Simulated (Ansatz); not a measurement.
The system is SiC.

```
Si C
1.0
     3.07569    0.00000    0.00000
    -1.53785    2.66363    0.00000
     0.00000    0.00000   10.07065
Si C
4 4
Direct
  0.00000 0.00000 0.18789
  0.00000 0.00000 0.68789
  0.33333 0.66667 0.43784
  0.66667 0.33333 0.93784
  0.00000 0.00000 0.00046
  0.00000 0.00000 0.50046
  0.33333 0.66667 0.24980
  0.66667 0.33333 0.74980
```

The cell is a database's computed one.

- Program: Ansatz 0.2.0
- Task: relaxation of cell and atoms
- Functional: BLYP
- Potentials or basis: Ansatz PAW
- Cutoff: 420 eV (not typed: the program's choice for these potentials)
- k mesh: 10 × 10 × 3
- Occupations: fermi-dirac, width 0.05 eV
- Spin: no spin polarisation

At the start: volume 10.31 Å³/atom.

Problem. Where does the relaxation end?

Solution. It ends after 7 steps and the volume is 10.73 Å³/atom (+4.0 %); space group P6_3mc (No. 186, to 0.05 Å).

The path:
```
step  energy change (eV)  largest force (eV/Å)  volume (Å³)
   1              0.0000                0.0123        82.50
   2             -0.0614                0.0065        84.20
   3             -0.0770                0.0015        85.69
   4             -0.0769                0.0003        85.77
   5             -0.0856                0.0003        85.77
   6             -0.0854                0.0001        85.84
   7             -0.0856                0.0001        85.84
```

Final structure:
```yaml
crystal:
  lattice:
    - [3.11633, 0.00000, 0.00000]
    - [-1.55817, 2.69882, 0.00000]
    - [0.00000, 0.00000, 10.20652]
  atoms:
    - { symbol: Si, position: [0.00000, 0.00000, 0.18784] }
    - { symbol: Si, position: [0.00000, 0.00000, 0.68784] }
    - { symbol: Si, position: [0.33333, 0.66667, 0.43788] }
    - { symbol: Si, position: [0.66667, 0.33333, 0.93788] }
    - { symbol: C, position: [0.00000, 0.00000, 0.00047] }
    - { symbol: C, position: [0.00000, 0.00000, 0.50047] }
    - { symbol: C, position: [0.33333, 0.66667, 0.24980] }
    - { symbol: C, position: [0.66667, 0.33333, 0.74980] }
```

Caveat: the plane-wave basis is chosen anew once the cell has moved, so the energies of steps on either side of that aren't comparable; the pressure holds a Pulay correction of +0.4 GPa for the finite cutoff; the PAW data sets come from PBE, with cores solved anew for the run's functional, which leaves a small shift of forces and pressure.
